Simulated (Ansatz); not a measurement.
# Thickness series of a Zr/SiC/Zr junction, part 2 of 6

Aim: the conductance of Zr/SiC/Zr junctions as the barrier thickens. Both electrodes are Zr hcp(0001); the barrier is SiC wurtzite(0001) (whole bilayers). In the first transport cell, after relaxation, the nearest pair of electrode and barrier is Zr–C at 2.49 Å, at a slant, at the lower face and Zr–Si at 2.81 Å, at a slant, at the upper one. All share a net of side 3.09 Å, which strains the lower electrode by -4.3 % and the barrier by +0.0 %, against typed lattice constants near PBE's. The first steps treat the bulk electrodes alone.

Ansatz 0.2.0; PBE DFT, plane waves, PAW files (the session's first sound run).

So far: The starting structure; Layer spacing of the electrode.

## Step 3: Relaxing the interfaces

System of this step: Zr/SiC/Zr. The cell holds 16 atoms: 8 Zr, 4 C and 4 Si. Cell: a = 3.090 Å, b = 3.090 Å, c = 44.344 Å, α = 90.0°, β = 90.0°, γ = 120.0°. Vacuum lies along c.

The starting distances are typed guesses, too rough for a quantity that is exponential in distance. A short slab in vacuum serves: only the barrier and the layers next to it are taken over, and later cells can add or drop layers in the barrier's middle. The dipole correction removes the field that unlike faces would set up across the vacuum.

Input file input.yaml:

```yaml
crystal:
  lattice:
    - [3.09, 0.0, 0.0]
    - [-1.545, 2.6760184977, 0.0]
    - [0.0, 0.0, 44.3441929152]
  atoms:
    - { symbol: Zr, position: [0.0, 0.0, 0.1804069366] }
    - { symbol: Zr, position: [0.33333333, 0.66666667, 0.2404696002] }
    - { symbol: Zr, position: [0.0, 0.0, 0.3005322638] }
    - { symbol: Zr, position: [0.33333333, 0.66666667, 0.3605949273] }
    - { symbol: C, position: [0.66666667, 0.33333333, 0.4019983438] }
    - { symbol: Si, position: [0.0, 0.0, 0.4160612901] }
    - { symbol: C, position: [0.0, 0.0, 0.4591647919] }
    - { symbol: Si, position: [0.66666667, 0.33333333, 0.4732277381] }
    - { symbol: C, position: [0.66666667, 0.33333333, 0.5163312399] }
    - { symbol: Si, position: [0.0, 0.0, 0.5303941861] }
    - { symbol: C, position: [0.0, 0.0, 0.573497688] }
    - { symbol: Si, position: [0.66666667, 0.33333333, 0.5875606342] }
    - { symbol: Zr, position: [0.0, 0.0, 0.6394050727] }
    - { symbol: Zr, position: [0.66666667, 0.33333333, 0.6994677362] }
    - { symbol: Zr, position: [0.0, 0.0, 0.7595303998] }
    - { symbol: Zr, position: [0.66666667, 0.33333333, 0.8195930634] }
kpoints:
  mp_grid: { grid: [8, 8, 1] }
scf:
  occupations: { method: fermi_dirac, width: 0.1 }
  max_iter: 150
hamiltonian:
  xc: pbe
efield:
  axis: 3
  dipole_correction: true
relax:
  f_tol: 0.04
  max_steps: 60
output:
  forces: true
```

Command:

```sh
> ansatz run input.yaml --threads 4 --pin off --max-ram 12288MiB --backend cpu --events-out ev --progress --plain --runs-dir out
```

Numbers of over 12 decimals in the logs are rounded to 6 here.

What it wrote:

```text
[...]
Crystal: 16 atoms, lattice volume = 366.678 Å³
Basis set: ecut = 420 eV, 7121 PW (Γ), exchange–correlation on 48×48×600 points (8 copies of the dense FFT grid, shifted against one another)
Bands: 80, of which v1, the nominal top of the filled ones, is band 64 counted from 1 (63 counted from 0)
Symmetry: 6 space group operations
[...]
k-points: 10 of 64 (time reversal used)
[...]
SCF iter   1: F=—  HF=-37017.942283 eV  |F-HF|=—  |Δ(HF+E_count)|=         —  Δρ=1.43e-2  dr2=1.45e2  ethr=1.77e-3  p=0.025 e·Å  D=1.22e-2 V/Å  ΔV_dip=-0.54 eV  dr2_dipole=1.87e2  V_vac-E_F(+/−)=4.40/4.94 eV  ⟨swp⟩=9.6  Hψ=4064  notcnv=0
efield: sawtooth ramp at fractional position 0.9500 (placed from the atoms, in the widest stretch of the axis that holds none; the zero of the levels goes with the place), width 0.1000; the density the first Hamiltonian is built on has a dipole p = 0.025 e·Å; the dipole correction subtracts the counter field D = 1.22e-2 V/Å, which shifts the + side's vacuum level by -0.54 eV against the − side's; the planar-averaged density in the ramp window peaks in size at 1.9e-4 e/Å³
[...]
SCF iter   2: F=—  HF=-37017.548705 eV  |F-HF|=—  |Δ(HF+E_count)|=   3.94e-1  Δρ=4.64e-3  dr2=3.87e0  ethr=1.77e-3  p=-0.020 e·Å  D=-9.67e-3 V/Å  ΔV_dip=0.43 eV  dr2_dipole=4.78e0  V_vac-E_F(+/−)=4.34/3.91 eV  ⟨swp⟩=3.4  Hψ=1143  notcnv=0
[...]
SCF iter   7: F=-37017.502198 eV  HF=-37017.502208 eV  |F-HF|=9.77e-6  |Δ(HF+E_count)|=   2.66e-6  Δρ=2.76e-5  dr2=1.17e-5  ethr=3.12e-8  p=-0.000 e·Å  D=-4.39e-5 V/Å  ΔV_dip=0.00 eV  dr2_dipole=1.93e-6  V_vac-E_F(+/−)=4.25/4.25 eV  ⟨swp⟩=5.0  Hψ=2716  notcnv=0
WARN: efield: at this solve's end the planar-averaged density reaches 3.59e-5 e/Å³ inside the ramp window [0.9274, 0.0726] (bound 1e-5 e/Å³); the window's nearer edge stands 4.78 Å from this solve's nearest atom along the axis. Its work functions, free energy, forces, stress, dipole, levels and responses can be off, and this figure does not tell by how much. A short vacuum, a low `basis.ecutwfc` or `basis.ecutrho_ratio` and negative occupations (`scf.occupations.method`) can put density there. See the manual's quickstart, § The vacuum guard
SCF 1 converged in 7 iterations: F = -37017.502198 eV  dr2 = 1.17e-5
[...]
relax step   1: F+E_penalty+E_count = -37017.50219846 eV  Δ(F+E_penalty+E_count) = +0.000e0 eV  max|allowed force component| = 6.907e-1 eV/Å  Δτ_max = 0.0000 Å  (7 SCF iters, dr2 threshold 4.00e-5 eV, accepted)
[...]
SCF iter   1: F=—  HF=-37017.795054 eV  |F-HF|=—  |Δ(HF+E_count)|=         —  Δρ=8.68e-3  dr2=3.00e0  ethr=2.38e-3  p=-0.000 e·Å  D=-4.40e-5 V/Å  ΔV_dip=0.00 eV  dr2_dipole=1.71e-3  V_vac-E_F(+/−)=4.23/4.23 eV  ⟨swp⟩=1.0  Hψ=2715  notcnv=0
efield: sawtooth ramp at fractional position 0.9500 (handed on by an earlier solve), width 0.1000; the density the first Hamiltonian is built on has a dipole p = -0.000 e·Å; the dipole correction subtracts the counter field D = -4.40e-5 V/Å, which shifts the + side's vacuum level by +0.00 eV against the − side's; the planar-averaged density in the ramp window peaks in size at 2.6e-5 e/Å³
[...]
SCF iter   2: F=—  HF=-37017.692452 eV  |F-HF|=—  |Δ(HF+E_count)|=   1.03e-1  Δρ=6.34e-3  dr2=1.28e0  ethr=2.34e-3  p=0.000 e·Å  D=3.96e-5 V/Å  ΔV_dip=-0.00 eV  dr2_dipole=1.69e-3  V_vac-E_F(+/−)=4.16/4.16 eV  ⟨swp⟩=3.5  Hψ=1530  notcnv=0
[...]
SCF iter   7: F=-37017.582633 eV  HF=-37017.582639 eV  |F-HF|=5.57e-6  |Δ(HF+E_count)|=   1.45e-6  Δρ=3.81e-5  dr2=1.94e-5  ethr=2.33e-8  p=0.001 e·Å  D=5.75e-4 V/Å  ΔV_dip=-0.03 eV  dr2_dipole=1.53e-7  V_vac-E_F(+/−)=4.25/4.27 eV  ⟨swp⟩=4.0  Hψ=3228  notcnv=0
[...]
SCF 2 converged in 7 iterations: F = -37017.582633 eV  dr2 = 1.94e-5
[...]
relax step   2: F+E_penalty+E_count = -37017.58263296 eV  Δ(F+E_penalty+E_count) = -8.043e-2 eV  max|allowed force component| = 4.477e-1 eV/Å  Δτ_max = 0.1383 Å  (7 SCF iters, dr2 threshold 2.98e-5 eV, accepted)
SCF iter   1: F=—  HF=-37017.636377 eV  |F-HF|=—  |Δ(HF+E_count)|=         —  Δρ=3.63e-3  dr2=1.38e0  ethr=3.03e-3  p=0.001 e·Å  D=5.75e-4 V/Å  ΔV_dip=-0.03 eV  dr2_dipole=3.01e-3  V_vac-E_F(+/−)=4.25/4.28 eV  ⟨swp⟩=2.9  Hψ=1247  notcnv=0
[...]
SCF iter   6: F=-37017.606633 eV  HF=-37017.606636 eV  |F-HF|=3.56e-6  |Δ(HF+E_count)|=   3.23e-7  Δρ=3.12e-5  dr2=7.32e-6  ethr=9.79e-9  p=0.001 e·Å  D=4.38e-4 V/Å  ΔV_dip=-0.02 eV  dr2_dipole=6.54e-7  V_vac-E_F(+/−)=4.26/4.28 eV  ⟨swp⟩=5.9  Hψ=2989  notcnv=0
[...]
SCF 3 converged in 6 iterations: F = -37017.606633 eV  dr2 = 7.32e-6
relax step   3: F+E_penalty+E_count = -37017.60663280 eV  Δ(F+E_penalty+E_count) = -2.400e-2 eV  max|allowed force component| = 1.391e-1 eV/Å  Δτ_max = 0.0575 Å  (6 SCF iters, dr2 threshold 1.25e-5 eV, accepted)
[...]
relax step   4: F+E_penalty+E_count = -37017.60796333 eV  Δ(F+E_penalty+E_count) = -1.331e-3 eV  max|allowed force component| = 2.325e-2 eV/Å  Δτ_max = 0.0105 Å  (6 SCF iters, dr2 threshold 1.87e-6 eV, accepted)
[...]
SCF iter   3: F=-37017.607963 eV  HF=-37017.607963 eV  |F-HF|=6.71e-8  |Δ(HF+E_count)|=   9.02e-8  Δρ=2.35e-6  dr2=9.11e-8  ethr=7.81e-11  p=0.001 e·Å  D=5.16e-4 V/Å  ΔV_dip=-0.02 eV  dr2_dipole=3.22e-10  V_vac-E_F(+/−)=4.26/4.28 eV  ⟨swp⟩=3.8  Hψ=3189  notcnv=0
[...]
SCF 5 converged in 3 iterations: F = -37017.607963 eV  dr2 = 9.11e-8
relax step   5: F+E_penalty+E_count = -37017.60796339 eV  Δ(F+E_penalty+E_count) = -6.513e-8 eV  max|allowed force component| = 2.324e-2 eV/Å  Δτ_max = 0.0000 Å  (3 SCF iters, accepted)
SCF converged after 3 iterations
Free energy (F): -37017.607963 eV
[...]
Internal energy: -37017.282284 eV  (E = F + TS)
E sigma→0 (E₀):  -37017.445124 eV
Entropy (-TS):   -0.325679 eV (-20.355 meV/atom)
Fermi energy:    8.455174 eV
Dipole field:    D = 0.000498 V/Å  (p = 0.001010 e·Å, saw-weighted, corrected)
Work function:   Φ+ = 4.2625 eV   Φ− = 4.2846 eV
Levels:          The Fermi level and band energies are counted from a zero that moves with the ramp; work functions are not
Vacuum region:   at the solve's end the planar-averaged density reaches 2.88e-5 e/Å³ inside the ramp window [0.9274, 0.0726] (bound 1e-5 e/Å³)
[...]
--- Forces (eV/Å), atoms counted from 1 ---
  atom   1  Zr     0.00000000    -0.00000000    -0.00340924
  atom   2  Zr    -0.00000000     0.00000000     0.00192419
  atom   3  Zr    -0.00000000    -0.00000000     0.01004561
  atom   4  Zr     0.00000000     0.00000000     0.00693785
  atom   5  C      0.00000000    -0.00000000     0.00254986
  atom   6  Si     0.00000000     0.00000000    -0.00518343
  atom   7  C      0.00000000     0.00000000     0.00522067
  atom   8  Si     0.00000000    -0.00000000    -0.00845820
  atom   9  C      0.00000000    -0.00000000     0.00640796
  atom  10  Si     0.00000000     0.00000000    -0.00217054
  atom  11  C      0.00000000     0.00000000     0.01195147
  atom  12  Si     0.00000000    -0.00000000    -0.02324088
  atom  13  Zr     0.00000000     0.00000000    -0.00279719
  atom  14  Zr    -0.00000000    -0.00000000    -0.00268626
  atom  15  Zr     0.00000000     0.00000000    -0.00638783
  atom  16  Zr     0.00000000    -0.00000000     0.00924033
  max |Σ_I F_I| component: 5.56e-5 eV/Å
--- Relaxed structure (5 steps of the walk, 5 accepted, 0 SCFs on fresh bases) ---
  F+E_penalty+E_count = -37017.60796339 eV   max|allowed force component| = 2.324e-2 eV/Å
  atoms:
    - { symbol: Zr, position: [5.524250010915626e-17, -8.326672674348918e-17, 0.182775] }
    - { symbol: Zr, position: [0.333333, 0.666667, 0.240052] }
    - { symbol: Zr, position: [5.1868123021605484e-17, -8.326672674348918e-17, 0.301067] }
    - { symbol: Zr, position: [0.333333, 0.666667, 0.362542] }
    - { symbol: C, position: [0.666667, 0.333333, 0.401651] }
    - { symbol: Si, position: [5.120827321485325e-17, -8.326672674348918e-17, 0.416237] }
    - { symbol: C, position: [5.083067020721675e-17, -8.326672674348918e-17, 0.459135] }
    - { symbol: Si, position: [0.666667, 0.333333, 0.473350] }
    - { symbol: C, position: [0.666667, 0.333333, 0.516298] }
    - { symbol: Si, position: [5.1274078079394513e-17, -8.326672674348918e-17, 0.530606] }
    - { symbol: C, position: [5.081172381153666e-17, -8.326672674348918e-17, 0.573458] }
    - { symbol: Si, position: [0.666667, 0.333333, 0.588045] }
    - { symbol: Zr, position: [4.6619277095514684e-17, -8.326672674348918e-17, 0.637086] }
    - { symbol: Zr, position: [0.666667, 0.333333, 0.698549] }
    - { symbol: Zr, position: [5.1924814879460134e-17, -8.326672674348918e-17, 0.760095] }
    - { symbol: Zr, position: [0.666667, 0.333333, 0.817290] }
```

Elapsed: 30 s, on 4 threads of Arm Neoverse V1, shared host; peak memory 0.98 GiB.

Relaxation path:

```csv
step,energy less that of the first step (eV),largest force component (eV/Å)
1,0.0000,0.6907
2,-0.0804,0.4477
3,-0.1044,0.1391
4,-0.1058,0.0232
5,-0.1058,0.0232
```

Forces are held to the 6 operations that the run works with; a distortion that breaks them can't arise in this run.

The atoms that moved most (Å):

```
atom     dx     dy      dz  length
 Zr1  0.000  0.000   0.105   0.105
Zr13  0.000  0.000  -0.103   0.103
Zr16  0.000  0.000  -0.102   0.102
 Zr4  0.000  0.000   0.086   0.086
Zr14  0.000  0.000  -0.041   0.041
Zr15  0.000  0.000   0.025   0.025
 Zr3  0.000  0.000   0.024   0.024
Si12  0.000  0.000   0.021   0.021
```

Numbers from this step:

```yaml
free_energy: -37017.6080 eV
fermi_energy: 8.455 eV
```

The largest force component on a free atom ends at 0.023 eV/Å. At one or more of this run's solves the program warned of density in the dipole ramp over its bound, where dipole, forces and levels can be off.

[end of part 2 of 6]

[Logs are printed without paths, hosts, clocks, repeated set-up lines and the standing remarks that a program may print on its own settings, such as how far it seeks lower states.]

[Hosts, paths, dates, database ids (printed as entryN), source tags and the programs' standing remarks are cut or masked in the printed files.]
